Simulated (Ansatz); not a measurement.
SnO: energy along a strain

SnO, P4/nmm, a = 3.837 Å, c = 4.762 Å. Ansatz: PBE+D3(BJ), PAW, 420 eV, Γ-centred 12×12×10 mesh on 4 atoms, Gaussian smearing 0.15 eV; no spin polarisation. Cell vectors (Å): 3.837 0.000 0.000; 0.000 3.837 0.000; 0.000 0.000 4.762. The cell is strained by x per cent times the pattern (0 0 0 1 0 0) in the order xx yy zz yz xz xy (engineering shears), with fractional coordinates held. y is the free energy over the start, V0 = 17.529 Å³/atom. Symmetry makes y even in x. Points with a strain past 8.5 % were computed too (2) and aren't used here.

| x (%) | y (meV/atom) |
| --- | --- |
| -5.00 | 7.09 |
| 0.00 | 0.00 |
| 2.50 | 1.77 |
| 6.25 | 11.09 |
| 7.50 | ? |

Problem. Fit y = c2 x² + c4 x⁴ to the other rows, get the stiffness along the pattern, and predict the missing energy.

Solution. Least squares on the rows shown. y = 0.28306 x² + 2.1569×10⁻⁵ x⁴. The clamped-ion stiffness p·C·p = 2 × 2.831 eV × 160.2 / 17.529 Å³ = 52 GPa, which is C44 in these axes. At x = 7.50 the fit asked for gives 15.99 meV/atom. The run gave 16.02 meV/atom, so the fit is 0.03 meV/atom too low, a small miss on the scale of the series.